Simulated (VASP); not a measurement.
Output of a VASP run:

**OUTCAR**
```
 ion  position               nearest neighbor table
   1  0.000  0.000  0.000-   3 2.73   3 2.73   3 2.73   2 2.73   3 2.73   2 2.73   2 2.73   2 2.73
  LATTYP: Found a face centered cubic cell.
 ALAT       =     6.2974764784
 Subroutine PRICEL returns:
 Original cell was already a primitive cell.
 Subroutine GETGRP returns: Found 48 space group operations
The static configuration has the point symmetry O_h .
The dynamic configuration has the point symmetry O_h .
 Subroutine INISYM returns: Found 48 space group operations
 Subroutine IBZKPT returns following result:
 Found     16 irreducible k-points:

 Following reciprocal coordinates:
            Coordinates               Weight
  0.000000  0.000000  0.000000      1.000000
  0.166667  0.000000  0.000000      8.000000
  0.333333  0.000000  0.000000      8.000000
  0.500000  0.000000  0.000000      4.000000
  0.166667  0.166667  0.000000      6.000000
  0.333333  0.166667  0.000000     24.000000
  0.500000  0.166667  0.000000     24.000000
 -0.333333  0.166667  0.000000     24.000000
 -0.166667  0.166667  0.000000     12.000000
  0.333333  0.333333  0.000000      6.000000
  0.500000  0.333333  0.000000     24.000000
 -0.333333  0.333333  0.000000     12.000000
  0.500000  0.500000  0.000000      3.000000
  0.500000  0.333333  0.166667     24.000000
 -0.333333  0.333333  0.166667     24.000000
 -0.333333  0.500000  0.166667     12.000000
   k-points           NKPTS =     16   k-points in BZ     NKDIM =     16   number of bands    NBANDS=     16
   number of dos      NEDOS =    301   number of ions     NIONS =      3
   total plane-waves  NPLWV =  46656
   dimension x,y,z NGX =    36 NGY =   36 NGZ =   36
   dimension x,y,z NGXF=    72 NGYF=   72 NGZF=   72
   ions per type =               1   2
   PREC   = accura    normal or accurate (medium, high low for compatibility)
   ISTART =      0    job   : 0-new  1-cont  2-samecut
   ICHARG =      2    charge: 1-file 2-atom 10-const
   ISPIN  =      1    spin polarized calculation?
   LNONCOLLINEAR =      F non collinear calculations
   LSORBIT =      F    spin-orbit coupling
   INIWAV =      1    electr: 0-lowe 1-rand  2-diag
   ENCUT  =  520.0 eV  38.22 Ry    6.18 a.u.   8.28  8.28  8.28*2*pi/ulx,y,z
   NELM   =    100;   NELMIN=  2; NELMDL= -5     # of ELM steps
   EDIFF  = 0.1E-06   stopping-criterion for ELM
   LREAL  =      F    real-space projection
   NLSPLINE    = F    spline interpolate recip. space projectors
   LMAXMIX     =    4 max onsite mixed and CHGCAR
   VOSKOWN=      0    Vosko Wilk Nusair interpolation
   EDIFFG = 0.1E-05   stopping-criterion for IOM
   NSW    =      0    number of steps for IOM
   NBLOCK =      1;   KBLOCK =      1    inner block; outer block
   IBRION =     -1    ionic relax: 0-MD 1-quasi-New 2-CG
   NFREE  =      0    steps in history (QN), initial steepest desc. (CG)
   ISIF   =      2    stress and relaxation
   ISYM   =      2    0-nonsym 1-usesym 2-fastsym
   TEIN   =    0.0    initial temperature
   TEBEG  =    0.0;   TEEND  =   0.0 temperature during run
   SMASS  =  -3.00    Nose mass-parameter (am)
   PSTRESS=    0.0 pullay stress
   NELECT =      24.0000    total number of electrons
   EFERMI =   0.00;   METHOD = LEGACY
   ISMEAR =     0;   SIGMA  =   0.05  broadening in eV -4-tet -1-fermi 0-gaus
   IALGO  =     38    algorithm
   LDIAG  =      T    sub-space diagonalisation (order eigenvalues)
   IMIX   =      4    mixing-type and parameters
     AMIX     =   0.40;   BMIX     =  1.00
     AMIX_MAG =   1.60;   BMIX_MAG =  1.00
     AMIN     =   0.10
   GGA     = PS    functional components
   VOSKOWN =     0    Vosko Wilk Nusair interpolation
   LHFCALC =     F    Hartree Fock is set to
   LHFONE  =     F    Hartree Fock one center treatment
   AEXX    =    0.0000 exact exchange contribution
   IVDW    =     0    specifies the selected vdW correction
   LEPSILON=     F    determine dielectric tensor
   LRPA    =     F    only Hartree local field effects (RPA)
  energy-cutoff  :      520.00
...
```

**OSZICAR**
```
       N       E                     dE             d eps       ncg     rms          rms(c)
DAV:   1     0.156814262257E+03    0.15681E+03   -0.13134E+04   512   0.139E+03
DAV:   2    -0.126420834479E+02   -0.16946E+03   -0.16558E+03   648   0.285E+02
DAV:   3    -0.190404359410E+02   -0.63984E+01   -0.63917E+01   712   0.653E+01
DAV:   4    -0.191494804779E+02   -0.10904E+00   -0.10902E+00   680   0.697E+00
DAV:   5    -0.191526888555E+02   -0.32084E-02   -0.32084E-02   696   0.843E-01    0.779E+00
DAV:   6    -0.176201301145E+02    0.15326E+01   -0.86393E+00   512   0.219E+01    0.418E+00
DAV:   7    -0.175933932110E+02    0.26737E-01   -0.30020E-01   664   0.502E+00    0.206E+00
DAV:   8    -0.175992372349E+02   -0.58440E-02   -0.48400E-02   600   0.262E+00    0.255E-01
DAV:   9    -0.176081841622E+02   -0.89469E-02   -0.12710E-02   688   0.752E-01    0.154E-01
DAV:  10    -0.176112787547E+02   -0.30946E-02   -0.51901E-03   536   0.445E-01    0.366E-02
DAV:  11    -0.176112603048E+02    0.18450E-04   -0.14594E-04   696   0.983E-02    0.147E-02
DAV:  12    -0.176113099631E+02   -0.49658E-04   -0.86235E-05   536   0.609E-02    0.638E-03
DAV:  13    -0.176113097372E+02    0.22584E-06   -0.19307E-06   664   0.110E-02    0.304E-03
DAV:  14    -0.176113102948E+02   -0.55757E-06   -0.90181E-07   520   0.708E-03    0.108E-03
DAV:  15    -0.176113103747E+02   -0.79919E-07   -0.24706E-07   656   0.345E-03
   1 F= -.17611310E+02 E0= -.17611310E+02  d E =-.130077E-17
```

**OUTCAR**
```
------------------------ aborting loop because EDIFF is reached ----------------------------------------
  FORCE on cell =-STRESS in cart. coord.  units (eV):
  Direction    XX          YY          ZZ          XY          YZ          ZX
  --------------------------------------------------------------------------------------
  Total       -1.1969512     -1.1969512     -1.1969512     -0.0000000      0.0000000      0.0000000
  in kB      -30.7147775    -30.7147775    -30.7147775     -0.0000000      0.0000000      0.0000000
  external PRESSURE =     -30.7147775 kB  Pullay stress =       0.0000000 kB
  volume of cell :       62.44
      direct lattice vectors                 reciprocal lattice vectors
     0.000000000  3.148738239  3.148738239    -0.158793765  0.158793765  0.158793765
     3.148738239  0.000000000  3.148738239     0.158793765 -0.158793765  0.158793765
     3.148738239  3.148738239  0.000000000     0.158793765  0.158793765 -0.158793765
 POSITION                                       TOTAL-FORCE (eV/Angst)
 -----------------------------------------------------------------------------------
      0.00000      0.00000      0.00000        -0.000000      0.000000     -0.000000
      1.57437      1.57437      1.57437        -0.000000     -0.000000     -0.000000
      4.72311      4.72311      4.72311         0.000000      0.000000      0.000000
 -----------------------------------------------------------------------------------
    total drift:                                0.000000      0.000000      0.000000
  FREE ENERGIE OF THE ION-ELECTRON SYSTEM (eV)
  ---------------------------------------------------
  free  energy   TOTEN  =       -17.6113103747 eV

  energy  without entropy=      -17.6113103747  energy(sigma->0) =      -17.61131037
```
(Selected blocks of OUTCAR.)

File POSCAR:
```
BaF2
1
    0.0000000000     3.1487382392     3.1487382392
    3.1487382392     0.0000000000     3.1487382392
    3.1487382392     3.1487382392     0.0000000000
Ba F
1 2
Direct
  0.0000000000   0.0000000000   0.0000000000
  0.2500000000   0.2500000000   0.2500000000
  0.7500000000   0.7500000000   0.7500000000
```

Problem. Reconstruct the remaining input files.

Solution. This is not unique; one that fits is the input of the run itself, PBEsol GGA, plane waves, VASP's PBE PAW potentials (set 64).

**INCAR**
```
ALGO = Normal
EDIFF = 1E-7
ENCUT = 520
GGA = PS
ISIF = 2
ISMEAR = 0
LASPH = .TRUE.
LCHARG = .FALSE.
LMAXMIX = 4
LREAL = .FALSE.
LWAVE = .FALSE.
NELM = 100
PREC = Accurate
SIGMA = 0.05
SYSTEM = BaF2
```

### KPOINTS
```
Automatic mesh
0
Gamma
6 6 6
0 0 0
```

POTCAR, in this order: Ba_sv F (PBE.64 set). Program: vasp_std.

The compound is BaF2 in the fluorite structure. This cell is one point of a volume scan, at 1.06 of the reference volume.
